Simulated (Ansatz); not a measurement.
Computed with DFT PBE+D3(BJ), scalar-relativistic, plane waves, PAW (Ansatz 0.2.0). All cells share a 420 eV cutoff and Γ-centred k meshes spaced at most about 0.3 Å⁻¹ (about 0.25 or finer for metals, 2π included). No spin polarisation.

Temperature and zero-point effects are left out.

Question: Order these relaxed structures of Al by energy, lowest first, with the energy over the lowest of them.
A. Space group P6_3/mmc (No. 194), hexagonal, a = 2.815 Å, c = 9.242 Å. Al on a site of symmetry -3m has 12 Al at 2.81–2.82 Å; Al on a site of symmetry -6m2 is surrounded by 12 Al at 2.81–2.82 Å.
B. Space group P6_3/mmc (No. 194), hexagonal, a = 2.804 Å, c = 4.676 Å. Al is surrounded by 12 Al at 2.80–2.84 Å.
C. Space group Fm-3m (No. 225), cubic, a = 3.982 Å. Al has 12 Al at 2.82 Å.
D. Space group P6/mmm (No. 191), hexagonal, a = 4.492 Å, c = 2.723 Å. Around Al lie 5 Al at 2.59–2.72 Å.

Answer: C (0 meV/atom), A (11 meV/atom), B (35 meV/atom), D (613 meV/atom). Forms: C fcc type, Fm-3m; A dhcp type, P6_3/mmc; B hcp type, P6_3/mmc; D P6/mmm. Counting all near atoms (those within 1.25 times the shortest distance at each site): C has Al 12; A has Al 12; B has Al 12; D has Al 5. Origin: A, B and C, each reached from a Materials Project cell; D, invented.

For metals, differences of a few meV/atom aren't resolved. Cells relaxed within their symmetry can be saddle points. Some candidate types were left out of the draw beforehand, so a known form may be missing.
